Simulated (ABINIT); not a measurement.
Rh in ABINIT: the effect of target pressure

Crystal: Rh.

```
CELL_PARAMETERS angstrom
0.00000 1.89785 1.89785
1.89785 0.00000 1.89785
1.89785 1.89785 0.00000
ATOMIC_POSITIONS crystal
Rh 0.00000 0.00000 0.00000
```

Alike in all runs:

| Item | Value |
| --- | --- |
| Program | ABINIT 10.8.3 (patched build) |
| Task | relaxation of cell and atoms |
| Functional | PBEsol |
| Potentials or basis | JTH PAW PBE v2.0 |
| Cutoff | 435 eV |
| k mesh | 12 × 12 × 12 |
| Occupations | fermi-dirac, width 0.05 eV |
| Spin | no spin polarisation |

Each run relaxes the cell or the atoms first.

**Question.** One run gave: relaxed volume 13.53 Å³/atom. Which target pressure did it use?
A. 10 GPa
B. 20 GPa
C. 0 GPa

**Answer.** C.

```tsv
target pressure	relaxed volume (Å³/atom)
0 GPa	13.53
10 GPa	13.11
20 GPa	12.76
```

Caveats: the PAW data sets were made with another functional, which shifts forces and pressure a little.
